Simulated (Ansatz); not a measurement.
Given:

```yaml
crystal:
  lattice:
    - [5.49471, 0.00000, 0.00000]
    - [2.74735, 4.75856, 0.00000]
    - [2.74735, -1.58619, 4.29781]
  atoms:
    - { symbol: La, position: [0.50000, 0.25000, 0.75000] }
    - { symbol: La, position: [0.50000, 0.75000, 0.25000] }
    - { symbol: Al, position: [0.00000, 0.00000, 0.00000] }
    - { symbol: Al, position: [0.00000, 0.50000, 0.50000] }
    - { symbol: O, position: [0.04548, 0.70452, 0.75000] }
    - { symbol: O, position: [0.50000, 0.79548, 0.75000] }
    - { symbol: O, position: [0.95452, 0.25000, 0.75000] }
    - { symbol: O, position: [0.95452, 0.29548, 0.25000] }
    - { symbol: O, position: [0.50000, 0.20452, 0.25000] }
    - { symbol: O, position: [0.04548, 0.75000, 0.25000] }
```

No spin polarisation.

Level of theory: PBEsol (Ansatz, a program for electronic structure, PAW, spin-orbit coupling left out), earlier PAW set. k-mesh 8×8×8 (Γ-centred); smearing 0.05 eV (Fermi–Dirac).

Q: Predict the valence-band top at Γ and in-plane stress.

A: Valence-band top at Γ (three highest levels, from the VBM): 0.00, -0.33, -0.33 eV
Mean in-plane stress (compression positive): -10.5 GPa

The levels and masses belong to the bands next to the band gap. The cells carry an imposed strain or load. Stability against distortions was not tested. The cell was made from LaAlO₃ (space group R-3c, No. 167) by this change: biaxial strain +2.65 %, plane normal [001], relaxed out of plane.
